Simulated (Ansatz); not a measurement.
BeO:
```cif
data_Be2O2
_chemical_formula_sum 'Be2 O2'
_space_group_name_H-M_alt 'P 1'
_space_group_IT_number 1
_cell_length_a 2.69026
_cell_length_b 2.69026
_cell_length_c 4.36940
_cell_angle_alpha 90.000
_cell_angle_beta 90.000
_cell_angle_gamma 120.000
loop_
_space_group_symop_operation_xyz
  'x, y, z'
loop_
_atom_site_label
_atom_site_type_symbol
_atom_site_fract_x
_atom_site_fract_y
_atom_site_fract_z
_atom_site_occupancy
Be1 Be 0.33333 0.66667 0.99990 1
Be2 Be 0.66667 0.33333 0.49990 1
O1 O 0.33333 0.66667 0.37760 1
O2 O 0.66667 0.33333 0.87760 1
```

This is the r²SCAN-relaxed structure.

Problem. All from r²SCAN in the plane-wave PAW code Ansatz, unless another level is named. Give the bulk modulus (Birch–Murnaghan fit).

Solution. 225 GPa.

Problem. And the vibrational entropy at 300 K?

Solution. 6.8 J/(K·mol of atoms).

Space group P6_3mc (wurtzite). Symmetry was held in the r²SCAN relaxation; phonons on a q-mesh show no instability.

Potentials: the earlier of the program's two PAW sets.
